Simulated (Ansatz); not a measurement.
This guess for La2O3 is about to be relaxed.

```
La O
1.0
     4.50666    0.00000    0.00000
     0.00000    4.50666    0.00000
     0.00000    0.00000    4.50666
La O
2 3
Direct
  0.00000 0.00000 0.00000
  0.50000 0.50000 0.50000
  0.00000 0.50000 0.50000
  0.50000 0.00000 0.50000
  0.50000 0.50000 0.00000
```

Level of theory: DFT PBE, scalar-relativistic, plane waves, PAW in Ansatz. Cutoff 420 eV, Gaussian smearing, Γ-centred meshes. Cell and atoms relax first on a coarse mesh and then on a converged one. In between, the cell is made exact in the group found at 0.06 Å. The steps can't lower the symmetry of their start. No spin polarisation.

A guess keeps its type if space group and coordination stay and the shape of the cell changes little (axis ratios within about 15 %, angles within 6°); the volume may change.

Problem. Will the relaxed cell still be of the starting type?

Solution. It keeps its type: symmetry leaves only the cell edge free. The symmetry stays Pm-3m (No. 221). The volume per atom grows by 5.0 %, from 18.3 to 19.2 Å³. The shortest distance goes from 2.25 Å (La–O) to 2.29 Å (La–O). Counting neighbours within 15 % of an atom's shortest distance, the start has La 6/12, O 2 and the end La 6/12, O 2.

The zero of energy is the elements' standard structures at the same level (O₂ as a molecule); no fitted shifts are applied.

Problem. At what energy does it end?

Solution. −2.527 eV/atom. A negative formation energy is needed for stability but isn't enough: competing phases decide.

The last run used an 8×8×8 mesh for its 5-atom cell and Gaussian smearing of 0.02 eV. Symmetry constrained the relaxation, so the result can be a saddle point.

In counts of neighbours, a slash parts the counts of unlike sites.
